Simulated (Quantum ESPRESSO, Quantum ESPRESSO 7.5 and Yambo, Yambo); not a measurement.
**Beyond one shot: BaS (Fm-3m)**

How far does self-consistency move the gap of BaS (Fm-3m)?

Program: Quantum ESPRESSO 7.5 and Yambo 5.3.0. Level of theory: PBE and many-body steps on it, plane waves. Results are calculated unless marked as measured.

Report form: the programs' logs are mostly left out.

**1. Set-up**

It takes space group Fm-3m (No. 225, cubic). The conventional cell has a = 6.387 Å, b = 6.387 Å, c = 6.387 Å, α = 90.00°, β = 90.00°, γ = 90.00°. Nearest to Ba lie 6 S at 3.19 Å. Nearest to S lie 6 Ba at 3.19 Å. Farther neighbours and most contacts between anions are not listed.

The cell and positions come from the Crystallography Open Database and are kept as given unless a step says otherwise. Spin-orbit coupling is left out unless a step names it.

**2. Empty states on the mesh, 4×4×4 mesh, 104 bands**

This step: Quantum ESPRESSO 7.5; DFT, PBE, plane waves, norm-conserving pseudopotentials.

The sums over transitions need many empty states on a uniform mesh; this step solves for them.

Input file pw.in:

```
&control
  calculation = 'nscf'
  prefix = 'x'
  outdir = 'o'
  pseudo_dir = 'pseudo'
/
&system
  ibrav = 0
  nat = 2
  ntyp = 2
  ecutwfc = 40.0
  nbnd = 104
  force_symmorphic = .true.
/
&electrons
  conv_thr = 1e-9
  electron_maxstep = 80
  diago_full_acc = .true.
  diago_thr_init = 5e-6
/
ATOMIC_SPECIES
  Ba 137.33 Ba.upf
  S 32.06 S.upf
CELL_PARAMETERS angstrom
  -0.0000000000 3.1937500000 3.1937500000
  3.1937500000 -0.0000000000 3.1937500000
  3.1937500000 3.1937500000 -0.0000000000
ATOMIC_POSITIONS crystal
  Ba 0.0000000000 0.0000000000 0.0000000000
  S 0.5000000000 0.5000000000 0.5000000000
K_POINTS automatic
  4 4 4 0 0 0
```

The run is started by

```bash
OMP_NUM_THREADS=1 mpirun -n 4 pw.x -nk 4 -in pw.in > pw.out
```

Run time: 5.2 s. Hardware: 4 MPI ranks of Intel Xeon Platinum 8259CL at 2.50GHz (Skylake/Cascade Lake), shared host; peak memory 0.28 GiB; 20 s of CPU time.

This step gave:

```
gap                                                           : 2.146 eV
k of the valence top                                          : 0, 0, 0
k of the conduction bottom                                    : 0, -0.5, -0.5
least direct gap                                              : 2.272 eV
k points computed                                             : 8
lowest point of the top converged band, above the valence top : 65.7191 eV
```

On this mesh the gap is 2.146 eV.

The density comes from a self-consistent run that is not shown.

**3. Conversion and set-up**

This step: Yambo 5.3.0; conversion and set-up on PBE, plane waves, norm-conserving pseudopotentials.

The states are converted to the many-body program's format and the q mesh is built.

The run is started by

```bash
(cd o/x.save; p2y > p2y.log; mv SAVE ../..); yambo > setup.log
```

It took 3.1 s on 1 MPI rank; peak memory 0.24 GiB.

**4. G0W0**

G0W0 replaces the xc potential by the self-energy, built once from these orbitals. Only a window of levels is corrected, while the sums run over the empty bands that the input names.

This step: G0W0 on PBE, plane waves, norm-conserving pseudopotentials.

Input file gw1.in:

```
HF_and_locXC
gw0
dyson
ppa
em1d
rim_cut
RandQpts= 1000000
RandGvec= 1 RL
EXXRLvcs= 40 Ry
VXCRLvcs= 160 Ry
Chimod= "HARTREE"
% BndsRnXp
 1 | 104 |
%
NGsBlkXp= 9 Ry
% LongDrXp
 1 | 1 | 1 |
%
% GbndRnge
 1 | 104 |
%
DysSolver= "n"
ExtendOut
PPAPntXp= 27.21138 eV
% QPkrange
 1 | 1 | 7 | 10 |
 7 | 7 | 7 | 10 |
%
```

The run is started by

```bash
OMP_NUM_THREADS=1 mpirun -n 4 yambo -F gw1.in -J gw1 -C gw1 > gw1.log
```

It took 77 s on 4 MPI ranks; peak memory 1.3 GiB; 5 min of CPU time.

This step gave:

```
G0W0 gap on the points computed              : 3.480 eV
starting gap on the mesh                     : 2.146 eV
k of the valence top                         : 0, 0, 0
k of the conduction bottom                   : 0, -0.5, -0.5
least direct G0W0 gap on the computed points : 3.626 eV
Z at the valence top                         : 0.7914
Z at the conduction bottom                   : 0.8341
```

The gap on the mesh goes from 2.15 eV to 3.48 eV, a correction of +1.33 eV.

**5. evGW0, cycle 1**

This step: evGW0 on PBE, plane waves, norm-conserving pseudopotentials.

gw3.in, as its differences from gw1.in of step 4:

```diff
@@ -25,4 +25,4 @@
 % QPkrange
- 1 | 1 | 7 | 10 |
- 7 | 7 | 7 | 10 |
+ 1 | 8 | 2 | 12 |
 %
+GfnQPdb= "E < ./gw2/ndb.QP"
```

The run is started by

```bash
OMP_NUM_THREADS=1 mpirun -n 4 yambo -F gw3.in -J gw3,gw1_W -C gw3 > gw3.log
```

Run time: 8.5 min. Hardware: 4 MPI ranks; peak memory 1.3 GiB.

This step gave:

- quasiparticle gap on the mesh: 3.605 eV
- gap of the density functional on the mesh: 2.146 eV
- k of the valence top: 0, 0, 0
- k of the conduction bottom: 0, -0.5, -0.5
- least direct quasiparticle gap on the computed points: 3.756 eV
- Z at the valence top: 0.7967
- Z at the conduction bottom: 0.8503

Against G0W0 in Yambo (4×4×4 mesh, 104 bands, screening to 122.5 eV, Godby-Needs plasmon pole), the gap moves by +0.125 eV.

The program's own table gives 3.805 eV, which is too large where the input levels are shifted: this version takes Σc at the unshifted level E₀, yet steps from the shifted one. The value above is the Newton step from E₀, E₀ + Z(Σc + Σx − Vxc), rebuilt from the printed columns.

**6. evGW0, cycle 2**

The corrected levels of the last cycle go back in.

gw4.in, as its differences from gw3.in of step 5:

```diff
@@ -27,2 +27,2 @@
 %
-GfnQPdb= "E < ./gw2/ndb.QP"
+GfnQPdb= "E < ./gw3_fix/ndb.QP"
```

The run is started by

```bash
OMP_NUM_THREADS=1 mpirun -n 4 yambo -F gw4.in -J gw4,gw1_W -C gw4 > gw4.log
```

Elapsed: 7.6 min, on 4 MPI ranks; peak memory 1.3 GiB.

Numbers from this step:

```yaml
quasiparticle_gap_on_the_mesh: 3.618 eV
gap_of_the_density_functional_on_the_mesh: 2.146 eV
k_of_the_valence_top: 0, 0, 0
k_of_the_conduction_bottom: 0, -0.5, -0.5
least_direct_quasiparticle_gap_on_the_computed_points: 3.769 eV
```

Against the cycle before, the gap moves by +0.012 eV.

The program's own table gives 3.833 eV, which is too large where the input levels are shifted: this version takes Σc at the unshifted level E₀, yet steps from the shifted one. The value above is the Newton step from E₀, E₀ + Z(Σc + Σx − Vxc), rebuilt from the printed columns.

**7. evGW0, cycle 3**

gw5.in, as its differences from gw4.in of step 6:

```diff
@@ -27,2 +27,2 @@
 %
-GfnQPdb= "E < ./gw3_fix/ndb.QP"
+GfnQPdb= "E < ./gw4_fix/ndb.QP"
```

The run is started by

```bash
OMP_NUM_THREADS=1 mpirun -n 4 yambo -F gw5.in -J gw5,gw1_W -C gw5 > gw5.log
```

It took 7.6 min on 4 MPI ranks; peak memory 1.3 GiB; 30 min of CPU time.

This step gave:

```
quasiparticle gap on the mesh                         : 3.619 eV
gap of the density functional on the mesh             : 2.146 eV
k of the valence top                                  : 0, 0, 0
k of the conduction bottom                            : 0, -0.5, -0.5
least direct quasiparticle gap on the computed points : 3.771 eV
```

Against the cycle before, the gap moves by +0.001 eV.

The program's own table gives 3.836 eV, which is too large where the input levels are shifted: this version takes Σc at the unshifted level E₀, yet steps from the shifted one. The value above is the Newton step from E₀, E₀ + Z(Σc + Σx − Vxc), rebuilt from the printed columns.

**8. evGW, cycle 1**

This step: evGW on PBE, plane waves, norm-conserving pseudopotentials.

gw6.in, as its differences from gw5.in of step 7:

```diff
@@ -27,2 +27,3 @@
 %
-GfnQPdb= "E < ./gw4_fix/ndb.QP"
+GfnQPdb= "E < ./gw2/ndb.QP"
+XfnQPdb= "E < ./gw2/ndb.QP"
```

The run is started by

```bash
OMP_NUM_THREADS=1 mpirun -n 4 yambo -F gw6.in -J gw6 -C gw6 > gw6.log
```

The job ended after 8.8 min (4 MPI ranks; peak memory 1.3 GiB).

Numbers from this step:

* quasiparticle gap on the mesh: 3.895 eV
* gap of the density functional on the mesh: 2.146 eV
* k of the valence top: 0, 0, 0
* k of the conduction bottom: 0, -0.5, -0.5
* least direct quasiparticle gap on the computed points: 4.046 eV

Against G0W0 in Yambo (4×4×4 mesh, 104 bands, screening to 122.5 eV, Godby-Needs plasmon pole), the gap moves by +0.415 eV.

The program's own table gives 4.072 eV, which is too large where the input levels are shifted: this version takes Σc at the unshifted level E₀, yet steps from the shifted one. The value above is the Newton step from E₀, E₀ + Z(Σc + Σx − Vxc), rebuilt from the printed columns.

**9. evGW, cycle 2**

gw7.in, as its differences from gw6.in of step 8:

```diff
@@ -27,3 +27,3 @@
 %
-GfnQPdb= "E < ./gw2/ndb.QP"
-XfnQPdb= "E < ./gw2/ndb.QP"
+GfnQPdb= "E < ./gw6_fix/ndb.QP"
+XfnQPdb= "E < ./gw6_fix/ndb.QP"
```

The run is started by

```bash
OMP_NUM_THREADS=1 mpirun -n 4 yambo -F gw7.in -J gw7 -C gw7 > gw7.log
```

Elapsed: 9.2 min, on 4 MPI ranks; peak memory 1.3 GiB.

This step gave:

```yaml
quasiparticle_gap_on_the_mesh: 4.014 eV
gap_of_the_density_functional_on_the_mesh: 2.146 eV
k_of_the_valence_top: 0, 0, 0
k_of_the_conduction_bottom: 0, -0.5, -0.5
least_direct_quasiparticle_gap_on_the_computed_points: 4.169 eV
```

Against the cycle before, the gap moves by +0.120 eV.

The program's own table gives 4.232 eV, which is too large where the input levels are shifted: this version takes Σc at the unshifted level E₀, yet steps from the shifted one. The value above is the Newton step from E₀, E₀ + Z(Σc + Σx − Vxc), rebuilt from the printed columns.

**10. evGW, cycle 3**

gw8.in, as its differences from gw7.in of step 9:

```diff
@@ -27,3 +27,3 @@
 %
-GfnQPdb= "E < ./gw6_fix/ndb.QP"
-XfnQPdb= "E < ./gw6_fix/ndb.QP"
+GfnQPdb= "E < ./gw7_fix/ndb.QP"
+XfnQPdb= "E < ./gw7_fix/ndb.QP"
```

The run is started by

```bash
OMP_NUM_THREADS=1 mpirun -n 4 yambo -F gw8.in -J gw8 -C gw8 > gw8.log
```

The job ended after 9.1 min (4 MPI ranks; peak memory 1.3 GiB).

Numbers from this step:

* quasiparticle gap on the mesh: 4.050 eV
* gap of the density functional on the mesh: 2.146 eV
* k of the valence top: 0, 0, 0
* k of the conduction bottom: 0, -0.5, -0.5
* least direct quasiparticle gap on the computed points: 4.205 eV

Against the cycle before, the gap moves by +0.036 eV.

The program's own table gives 4.279 eV, which is too large where the input levels are shifted: this version takes Σc at the unshifted level E₀, yet steps from the shifted one. The value above is the Newton step from E₀, E₀ + Z(Σc + Σx − Vxc), rebuilt from the printed columns.

**11. evGW, cycle 4**

gw9.in, as its differences from gw8.in of step 10:

```diff
@@ -27,3 +27,3 @@
 %
-GfnQPdb= "E < ./gw7_fix/ndb.QP"
-XfnQPdb= "E < ./gw7_fix/ndb.QP"
+GfnQPdb= "E < ./gw8_fix/ndb.QP"
+XfnQPdb= "E < ./gw8_fix/ndb.QP"
```

The run is started by

```bash
OMP_NUM_THREADS=1 mpirun -n 4 yambo -F gw9.in -J gw9 -C gw9 > gw9.log
```

The job ended after 8.2 min (4 MPI ranks; peak memory 1.3 GiB).

Numbers from this step:

```
quasiparticle gap on the mesh                         : 4.061 eV
gap of the density functional on the mesh             : 2.146 eV
k of the valence top                                  : 0, 0, 0
k of the conduction bottom                            : 0, -0.5, -0.5
least direct quasiparticle gap on the computed points : 4.216 eV
```

Against the cycle before, the gap moves by +0.011 eV.

The program's own table gives 4.293 eV, which is too large where the input levels are shifted: this version takes Σc at the unshifted level E₀, yet steps from the shifted one. The value above is the Newton step from E₀, E₀ + Z(Σc + Σx − Vxc), rebuilt from the printed columns.

**12. evGW, cycle 5**

gw10.in, as its differences from gw9.in of step 11:

```diff
@@ -27,3 +27,3 @@
 %
-GfnQPdb= "E < ./gw8_fix/ndb.QP"
-XfnQPdb= "E < ./gw8_fix/ndb.QP"
+GfnQPdb= "E < ./gw9_fix/ndb.QP"
+XfnQPdb= "E < ./gw9_fix/ndb.QP"
```

The run is started by

```bash
OMP_NUM_THREADS=1 mpirun -n 4 yambo -F gw10.in -J gw10 -C gw10 > gw10.log
```

Elapsed: 8 min, on 4 MPI ranks; peak memory 1.3 GiB; 32 min of CPU time.

Numbers from this step:

```yaml
quasiparticle_gap_on_the_mesh: 4.064 eV
gap_of_the_density_functional_on_the_mesh: 2.146 eV
k_of_the_valence_top: 0, 0, 0
k_of_the_conduction_bottom: 0, -0.5, -0.5
least_direct_quasiparticle_gap_on_the_computed_points: 4.219 eV
```

Against the cycle before, the gap moves by +0.003 eV.

The program's own table gives 4.297 eV, which is too large where the input levels are shifted: this version takes Σc at the unshifted level E₀, yet steps from the shifted one. The value above is the Newton step from E₀, E₀ + Z(Σc + Σx − Vxc), rebuilt from the printed columns.

**13. Side by side**

Times are wall times on 4 MPI ranks of Intel Xeon Platinum 8259CL at 2.50GHz (Skylake/Cascade Lake), shared host, good to a factor of about two.

```csv
run,mesh,bands,screening cutoff (eV),DFT gap (eV),gap on the mesh (eV),direct (eV),time
G0W0,4×4×4,104,122.5,2.146,3.480,3.626,77 s
"evGW0, cycle 1",4×4×4,104,122.5,2.146,3.605,3.756,8.5 min
"evGW0, cycle 2",4×4×4,104,122.5,2.146,3.618,3.769,7.6 min
"evGW0, cycle 3",4×4×4,104,122.5,2.146,3.619,3.771,7.6 min
"evGW, cycle 1",4×4×4,104,122.5,2.146,3.895,4.046,8.8 min
"evGW, cycle 2",4×4×4,104,122.5,2.146,4.014,4.169,9.2 min
"evGW, cycle 3",4×4×4,104,122.5,2.146,4.050,4.205,9.1 min
"evGW, cycle 4",4×4×4,104,122.5,2.146,4.061,4.216,8.2 min
"evGW, cycle 5",4×4×4,104,122.5,2.146,4.064,4.219,8 min
```

**14. Results**

```json
{
 "G0W0": "3.480 eV",
 "evGW0, cycle 1": "3.605 eV",
 "evGW0, cycle 2": "3.618 eV",
 "evGW0, cycle 3": "3.619 eV",
 "evGW, cycle 1": "3.895 eV",
 "evGW, cycle 2": "4.014 eV",
 "evGW, cycle 3": "4.050 eV",
 "evGW, cycle 4": "4.061 eV",
 "evGW, cycle 5": "4.064 eV",
 "known limits": "not at the basis limit; no spin-orbit coupling"
}
```

**Reading.** evGW0 ends at 3.62 eV, +0.14 eV from G0W0, after 3 cycles that took 24 min beside the first screening; the last moved the gap by 0.001 eV. evGW ends at 4.06 eV, +0.58 eV from G0W0, after 5 cycles that took 43 min beside the first screening; the last moved the gap by 0.003 eV. Bands and cutoff are finite, so the gap is not at the basis limit. The miss can reach some tenths of an eV and take either sign; the mesh is an error of its own. The many-body steps are scalar-relativistic: spin-orbit coupling is not in them.

[Paths, hosts, dates, memory and timing lines, banners, echoed tables and standing remarks are left out of the program output.]

[Logs are printed without paths, hosts, clocks, repeated set-up lines and the standing remarks that a program may print on its own settings, such as how far it seeks lower states.]

[Runs of the session that timed out or met a known fault of the program may be left out.]

[Hosts, paths, dates, database ids (printed as entryN), source tags and the programs' standing remarks are cut or masked in the printed files.]
